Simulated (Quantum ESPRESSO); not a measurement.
# Pb under changes of volume

One of the cells (30.323 Å³/atom); the others are scaled copies at fixed shape and fractional positions:

```
CELL_PARAMETERS angstrom
0.00000 2.47502 2.47502
2.47502 0.00000 2.47502
2.47502 2.47502 0.00000
ATOMIC_POSITIONS crystal
Pb 0.00000 0.00000 0.00000
```

```yaml
Program: Quantum ESPRESSO 7.5
Functional: EV93
Potentials_or_basis: PseudoDojo 0.4.1 SR PBE standard
Cutoff: 762 eV
Density_cutoff: 3048 eV
k_mesh: 9 × 9 × 9
Occupations: fermi-dirac, width 0.05 eV
Spin: no spin polarisation
```

| volume (Å³/atom) | energy over the lowest point (meV/atom) | pressure (GPa) |
| --- | --- | --- |
| 28.503 | ? | ? |
| 29.110 | 289.21 | 19.1 |
| 29.716 | 220.23 | 17.4 |
| 30.323 | 157.44 | 15.8 |
| 30.929 | 100.16 | 14.5 |
| 31.535 | 47.81 | 13.2 |
| 32.142 | 0.00 | 12.0 |

Question: What does the run at 28.503 Å³/atom give?

Answer: Energy over the lowest point 365.06 meV/atom; pressure 21.0 GPa.

Worked out: A Birch-Murnaghan fit of order 3 (a polynomial in V^(-2/3)) to the other rows has no minimum within the range. It gives 365.06 meV/atom at 28.503 Å³/atom, against the run's 365.06, and -dE/dV = 21.0 GPa, against 21.0.

Energies are extrapolated to zero smearing.

Caveats: the potentials were made for another functional, which shifts forces and pressure; the potentials were made for a functional far from this one.
